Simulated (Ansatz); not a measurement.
Equation of state of Cu

```yaml
crystal:
  lattice:
    - [-1.44262, 1.44262, 1.44262]
    - [1.44262, -1.44262, 1.44262]
    - [1.44262, 1.44262, -1.44262]
  atoms:
    - { symbol: Cu, position: [0.00000, 0.00000, 0.00000] }
```

The structure comes from a relaxation in the same program, started in the bcc type, and has space group Im-3m. Whether it is a known phase or the ground state wasn't checked.

Levels of theory: DFT, PBE, all-electron LAPW, scalar-relativistic (Ansatz 0.2.0); DFT, PBE, PAW with Ansatz's default frozen-core files, scalar-relativistic (Ansatz 0.2.0).

For LAPW: a Γ-centred 16×16×16 k mesh, Fermi–Dirac smearing of 0.08 eV, basis error target 0.25 meV/atom, no spin polarisation. PAW takes a cutoff of 420 eV at this cell. The Ansatz runs share mesh, smearing and spin set-up. Plane-wave (PAW) pressures include the program's estimate of the Pulay term.

The cell above is scaled evenly, with fractional coordinates and shape held.

| V/V(cell) | V (Å³/atom) | P, LAPW (GPa) | P, PAW (GPa) | free energy over the lowest listed, PAW (meV/atom) |
| --- | --- | --- | --- | --- |
| 0.9405 | 11.295 | ? | ? | ? |
| 0.9800 | 11.769 | 2.89 | 2.90 | 2.1 |
| 1.0000 | 12.009 | -0.06 | -0.04 | 0.0 |
| 1.0200 | 12.249 | -2.66 | -2.65 | 2.1 |
| 1.0600 | 12.730 | -7.01 | -6.98 | 16.7 |

(1) Fill in the row V/V(cell) = 0.9405.

(2) What do Birch–Murnaghan fits to the pressures give?

## Answers

(1) P, LAPW (GPa) = 9.88, P, PAW (GPa) = 9.87, free energy over the lowest listed, PAW (meV/atom) = 20.6.

(2) LAPW: V0 = 12.00 Å³/atom, B0 = 139 GPa, B0′ = 5.1; PAW: V0 = 12.01 Å³/atom, B0 = 138 GPa, B0′ = 5.1.
